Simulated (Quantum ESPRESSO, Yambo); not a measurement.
# A GW chain in Yambo: Sb (buckled honeycomb monolayer), part 2 of 3

Wanted: ground state, empty states, screening and self-energy for Sb (buckled honeycomb monolayer).

Quantum ESPRESSO 7.5 and Yambo 5.3.0; PBE and many-body steps on it, plane waves. Known limits of the many-body steps: not at the basis limit; no spin-orbit coupling.

So far. Step 2 (Ground state): The gap is indirect, with the least direct gap 0.26 eV higher. Step 3 (Bands along the symmetry lines): The gap is 1.297 eV, −0.017 eV from the run before at this level.

**4. Empty states on the mesh, 6×6×1 mesh, 423 bands**

Level of this step: DFT, PBE, plane waves, norm-conserving pseudopotentials (Quantum ESPRESSO).

The sums over transitions need many empty states on a uniform mesh; this step solves for them.

Contents of pw.in:

```
&control
  calculation = 'nscf'
  prefix = 'x'
  outdir = 'o'
  pseudo_dir = 'pseudo'
/
&system
  ibrav = 0
  nat = 2
  ntyp = 1
  ecutwfc = 88.0
  nbnd = 423
  force_symmorphic = .true.
/
&electrons
  conv_thr = 1e-9
  electron_maxstep = 80
  diago_full_acc = .true.
  diago_thr_init = 5e-6
/
ATOMIC_SPECIES
  Sb 121.76 Sb.upf
CELL_PARAMETERS angstrom
  4.1272254436 0.0000000001 0.0000000000
  -2.0636127219 3.5742820813 0.0000000000
  0.0000000000 0.0000000000 14.0000000000
ATOMIC_POSITIONS crystal
  Sb 0.3333333333 0.6666666667 0.4415848827
  Sb 0.6666666667 0.3333333333 0.5584151173
K_POINTS automatic
  6 6 1 0 0 0
```

Run with:

```sh
OMP_NUM_THREADS=1 mpirun -n 4 pw.x -nk 4 -in pw.in > pw.out
```

Log:

```text
[banner, memory and clock lines left out]
Program PWSCF v.7.5 starts

     Atomic positions and unit cell read from directory:
     o/x.save/

     Message from routine setup:
     using ibrav=0 with symmetry is DISCOURAGED, use correct ibrav instead

     G-vector sticks info

     bravais-lattice index     =            0
     lattice parameter (alat)  =       7.7993  a.u.
     unit-cell volume          =    1393.7076 (a.u.)^3
     number of atoms/cell      =            2
     number of atomic types    =            1
     number of electrons       =        46.00
     number of Kohn-Sham states=          423
     kinetic-energy cutoff     =      88.0000  Ry
     charge density cutoff     =     352.0000  Ry
     Exchange-correlation= PBE
                           (   1   4   3   4   0   0   0)

     celldm(1)=   7.799326  celldm(2)=   0.000000  celldm(3)=   0.000000
     celldm(4)=   0.000000  celldm(5)=   0.000000  celldm(6)=   0.000000

     crystal axes: (cart. coord. in units of alat)
               a(1) = (   1.000000   0.000000   0.000000 )
               a(2) = (  -0.500000   0.866025   0.000000 )
               a(3) = (   0.000000   0.000000   3.392109 )

     reciprocal axes: (cart. coord. in units 2 pi/alat)
               b(1) = (  1.000000  0.577350 -0.000000 )
               b(2) = ( -0.000000  1.154701  0.000000 )
               b(3) = (  0.000000 -0.000000  0.294802 )
     Pseudo is Norm-conserving + core correction, Zval = 23.0
     Generated using ONCVPSP code by D. R. Hamann
     Using radial grid of 1434 points,  6 beta functions with:
     Sb               23.00   121.76000     Sb( 1.00)

     12 Sym. Ops., with inversion, found

   Cartesian axes

     site n.     atom                  positions (alat units)
         1        Sb     tau(   1) = (  -0.0000000   0.5773503   1.4979042  )
         2        Sb     tau(   2) = (   0.5000000   0.2886751   1.8942051  )

     number of k points=     7
                       cart. coord. in units 2pi/alat
        k(    1) = (   0.0000000   0.0000000   0.0000000), wk =   0.0555556
        k(    2) = (  -0.0000000   0.1924501   0.0000000), wk =   0.3333333
        k(    3) = (  -0.0000000   0.3849002   0.0000000), wk =   0.3333333
        k(    4) = (   0.0000000  -0.5773503   0.0000000), wk =   0.1666667
        k(    5) = (   0.1666667   0.2886751   0.0000000), wk =   0.3333333
        k(    6) = (   0.1666667   0.4811252   0.0000000), wk =   0.6666667
        k(    7) = (   0.3333333   0.5773503   0.0000000), wk =   0.1111111

     Dense  grid:   155503 G-vectors     FFT dimensions: (  48,  48, 160)

     The potential is recalculated from file :
     o/x.save/charge-density

     Starting wfcs are   26 randomized atomic wfcs +  397 random wfcs

     Band Structure Calculation

     End of band structure calculation

          k = 0.0000 0.0000 0.0000 ( 19441 PWs)   bands (ev):

  -143.8141-143.8134 -96.7852 -96.7852 -96.7813 -96.7813 -96.7396 -96.7360
   -28.6434 -28.6434 -28.5729 -28.5729 -28.5295 -28.4680 -28.4680 -28.4333
   -28.3899 -28.3899 -11.3111  -6.3830  -0.6593  -0.0917  -0.0917   1.4860
     2.6985   2.6985   4.3309   4.4300   6.3186   7.2106   7.5753   8.0835
[...]
[... 41 further rows ...]
[...]
88.6814  88.7610  88.7765  88.7765  88.9095  88.9095  88.9924

          k =-0.0000 0.1925 0.0000 ( 19426 PWs)   bands (ev):

  -143.8141-143.8135 -96.7853 -96.7851 -96.7815 -96.7812 -96.7394 -96.7361
[...]
[... 41 further rows ...]
[...]
89.2683  89.3374  89.4844  89.6271  89.6981  89.7812  89.9338

          k =-0.0000 0.3849 0.0000 ( 19432 PWs)   bands (ev):

  -143.8140-143.8136 -96.7855 -96.7846 -96.7820 -96.7810 -96.7388 -96.7367
[...]
22.7203  23.9099  24.0660  24.0912  24.2881  24.3844  24.5677  24.9474
     [... 41 further rows ...]
    87.2322  87.2680  87.2742  87.5809  87.5935  87.7113  88.1086  88.1665
    88.2854  88.5800  88.7705  88.8269  89.0644  89.1486  89.3537

          k = 0.0000-0.5774 0.0000 ( 19432 PWs)   bands (ev):

     [... further k-points ...]

     highest occupied, lowest unoccupied level (ev):    -0.0917    1.2219

     XML data file, pseudopotentials, collected wavefunctions
```

Run time: 3.6 min. Hardware: 4 MPI ranks of Arm Neoverse V2, shared host; peak memory 3 GiB.

Numbers from this step:

```yaml
gap: 1.314 eV
k_of_the_valence_top: 0, 0, 0
k_of_the_conduction_bottom: 0, 0.3333, 0
least_direct_gap: 1.578 eV
k_points_computed: 7
lowest_point_of_the_top_converged_band_above_the_valence_top: 88.8914 eV
```

On this mesh the gap is 1.314 eV.

**5. Conversion and set-up**

This step: Yambo 5.3.0; conversion and set-up on PBE, plane waves, norm-conserving pseudopotentials.

The states are converted to the many-body program's format and the q mesh is built.

Run with:

```sh
(cd o/x.save; p2y > p2y.log; mv SAVE ../..); yambo > setup.log
```

Log:

```text
 Yambo, version 5.3.0

 [02] CORE Variables Setup
 =========================

  [02.01] Unit cells
  ==================

  Cell kind             :  HCP
  Atoms in the cell     :  Sb
  number of Sb atoms    :  2

  List of atomic masses
  Mass of Sb    :  121.7600

  List of atomic coordinates    : [cc]
  Sb1       : -0.51595E-09   4.5029       11.683      order 1
  Sb2       :   3.89966   2.25147  14.77352  order 2

  Alat factors          :   7.79933   6.75441  26.45617 [a.u.]
  Direct lattice volume :   1393.71    [a.u.]
  Direct lattice vectors:  A[ 1 ]  A[ 2 ]  A[ 3 ]
   A[ 1 ]:   1.0000      0.27978E-10   0.0000      [iru]
    7.7993      0.18897E-09   0.0000      [cc]
   A[ 2 ]: -0.500000  1.000000  0.000000  [iru]
  -3.899663  6.754414  0.000000  [cc]
   A[ 3 ]:  0.000000  0.000000  1.000000  [iru]
    0.00000   0.00000  26.45617  [cc]

  Recip. lattice volume :  0.177979 [a.u.]
  Recip. lattice vectors:  B[ 1 ]  B[ 2 ]  B[ 3 ]
   B[ 1 ]:  1.000000  0.500000  0.000000  [iku]
   0.805606  0.465117 -0.000000  [cc]
   B[ 2 ]: -0.27978E-10   1.0000       0.0000      [iku]
  -0.22539E-10  0.93023       0.0000      [cc]
   B[ 3 ]:  0.000000  0.000000  1.000000  [iku]
   0.000000 -0.000000  0.237494  [cc]

  [02.02] Symmetries
  ==================

  Inversion symmetry    : yes
  Spatial inversion     : yes
  Inversion index       :   7
  K-space Time-reversal : no
  Magnetic symmetries   : no
  Group table correct   : yes
  Symmetries units      :  [cc]

   [S  1]:   1.0000      0.11768E-27   0.0000     -0.21996E-16   1.0000       0.0000       0.0000       0.0000       1.0000
   [S  2]:   1.0000      0.48459E-10   0.0000      0.55955E-10  -1.0000       0.0000       0.0000       0.0000      -1.0000
   [S  3]: -0.500000  0.866025  0.000000 -0.866025 -0.500000  0.000000  0.000000  0.000000  1.000000
[...]
[S 11]:  0.500000  0.866025  0.000000  0.866025 -0.500000  0.000000  0.000000  0.000000  1.000000
   [S 12]:  0.500000 -0.866025  0.000000 -0.866025 -0.500000  0.000000  0.000000  0.000000  1.000000

  [02.03] Reciprocal space
  ========================

  nG shells         :   6835
  nG charge         :  155503
  nG WFs            :  22887
  nC WFs            :  19458
  G-vecs. in first 80 shells:  [ Number ]
     1    3    5    7   13   15   27   39   51
    53   65   67   79   85   97   99  111  123
   135  141  153  165  167  179  191  203  215
[...]
813   825   837   839   851   863   887   899
  ...
  Shell energy in first 80 shells:  [ mHa ]
[...]
4061.05      4118.18      4147.82      4345.24      4410.56      4493.72      4550.84      4599.05      4710.41
    4766.09      4833.58      4909.27      5143.08      5192.01      5198.76      5220.21      5275.89      5304.82
    5313.01      5359.05      5445.83      5527.54      5624.68      5643.24      5652.88      5698.92
  ...

[...]
K/Q-points units:
  rlu = crystal or reduced units; cc = cartesian coordinates; iku = interal k-units

  K [1]          [rlu]:  0.000000  0.000000  0.000000
         WF components:  19441
  K [2]          [rlu]: -0.16919E-26  0.16667       0.0000
         WF components:  19426
  K [3]          [rlu]: -0.33838E-26  0.33333       0.0000
         WF components:  19432
  K [4]          [rlu]:  0.18176E-26 -0.50000       0.0000
         WF components:  19432
  K [5]          [rlu]:  0.166667  0.166667  0.000000
         WF components:  19427
  K [6]          [rlu]:  0.166667  0.333333  0.000000
         WF components:  19416
  K [7]          [rlu]:  0.333333  0.333333  0.000000
         WF components:  19458

  [02.05] Energies & Occupations
  ==============================

  [X] === General ===
  [X] Electronic Temperature                        :  0.000000  0.000000 [eV K]
  [X] Bosonic    Temperature                        :  0.000000  0.000000 [eV K]
  [X] Finite Temperature mode                       : no
  [X] El. density                                   :  0.22273E+24 [cm-3]
  [X] Fermi Level                                   : -0.091652 [eV]

  [X] === Gaps and Widths ===
  [X] Conduction Band Min                           :  1.313505 [eV]
  [X] Valence Band Max                              :  0.000000 [eV]
  [X] Filled Bands                                  :  23
  [X] Empty Bands                                   :    24   423
  [X] Direct Gap                                    :  1.577658 [eV]
  [X] Direct Gap localized at k                     :  1
  [X] Indirect Gap                                  :  1.313505 [eV]
  [X] Indirect Gap between kpts                     :  1  3
  [X] Last valence band width                       :  1.770320 [eV]
  [X] 1st conduction band width                     :  0.892837 [eV]

  E @ K [1]:  [eV]
  -143.7225 -143.7218  -96.6936  -96.6936  -96.6896  -96.6896  -96.6480  -96.6443
[...]
occ @ K [1]
[...]
E @ K [2]:  [eV]
[...]
occ @ K [2]
[...]
E @ K [3]:  [eV]
[...]
occ @ K [3]
[...]
E @ K [4]:  [eV]
[...]
occ @ K [4]
[...]
E @ K [5]:  [eV]
[...]
occ @ K [5]
[...]
E @ K [6]:  [eV]
[...]
occ @ K [6]
[...]
E @ K [7]:  [eV]
[...]
occ @ K [7]
[...]
0.000000  0.000000  0.000000  0.000000  0.000000  0.000000  0.000000  0.000000
   0.000000  0.000000  0.000000  0.000000  0.000000  0.000000  0.000000  0.000000

 [03] Transferred momenta grid and indexing
 ==========================================

 IBZ Q-points                                      :   7
 BZ  Q-points                                      :   36

 K/Q-points units:
 rlu = crystal or reduced units; cc = cartesian coordinates; iku = interal k-units

 Q [1]          [rlu]:  0.000000  0.000000  0.000000
 Q [2]          [rlu]: -0.42332E-17  0.16667       0.0000
 Q [3]          [rlu]: -0.84664E-17  0.33333       0.0000
 Q [4]          [rlu]:  0.12700E-16 -0.50000       0.0000
 Q [5]          [rlu]:  0.166667  0.166667  0.000000
 Q [6]          [rlu]:  0.166667  0.333333  0.000000
 Q [7]          [rlu]:  0.333333  0.333333  0.000000

  [03.01] X indexes
  =================

   [03.01.01] Sigma indexes
   ========================

 [06] Game Over & Game summary
```

Wall time 2.8 s (1 MPI rank); peak memory 0.26 GiB.

(Part 2 of 3 ends here.)

[Paths, hosts, dates, memory and timing lines, banners, echoed tables and standing remarks are left out of the program output.]

[Logs are printed without paths, hosts, clocks, repeated set-up lines and the standing remarks that a program may print on its own settings, such as how far it seeks lower states.]

[Runs of the session that timed out or met a known fault of the program may be left out.]

[Hosts, paths, dates, database ids (printed as entryN), source tags and the programs' standing remarks are cut or masked in the printed files.]
